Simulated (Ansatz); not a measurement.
A run of Ansatz 0.2.0:

File input.yaml:

```yaml
crystal:
  lattice:
    - [0.0, 3.205, 3.205]
    - [3.205, 0.0, 3.205]
    - [3.205, 3.205, 0.0]
  atoms:
    - { symbol: Te, position: [0.75, 0.75, 0.75] }
    - { symbol: Cd, position: [0.0, 0.0, 0.0] }
kpoints:
  mp_grid: { grid: [7, 7, 7] }
  band_path:
    path:
      - [0.0, 0.0, 0.0]
      - [0.5, 0.0, 0.5]
      - [0.5, 0.25, 0.75]
      - [0.375, 0.375, 0.75]
      - [0.0, 0.0, 0.0]
      - [0.5, 0.5, 0.5]
      - [0.625, 0.25, 0.625]
      - [0.5, 0.25, 0.75]
    npoints: 12
scf:
  occupations: { method: fermi_dirac, width: 0.05 }
hamiltonian:
  xc: pbesol
  pseudopotentials:
    kind: all_electron
    lapw: { basis_error: 0.001 }
    dirac_shells: { Cd: ["3p", "3d"], Te: ["3p", "3d"] }
output:
  forces: true
  stress: true
  eigenvalues: true
```

Potentials or basis: all-electron LAPW, inner shells corrected to Dirac's equation.

Command:

```bash
$ ansatz run input.yaml --threads 1 --pin off --max-ram 3072MiB --backend cpu --events-out ev --progress --plain --runs-dir out
```

Hardware: 1 thread of Intel(R) Xeon(R) Processor @ 2.50GHz (Skylake/Cascade Lake), with other jobs on the host.

Problem. Estimate the wall time of this run.

Solution. Run time: 45 s on 1 thread of Intel(R) Xeon(R) Processor @ 2.50GHz (Skylake/Cascade Lake), with other jobs on the host, peak memory 0.32 GiB. Counts: scf iterations 7, plane waves 609, k points 20, bands 27.
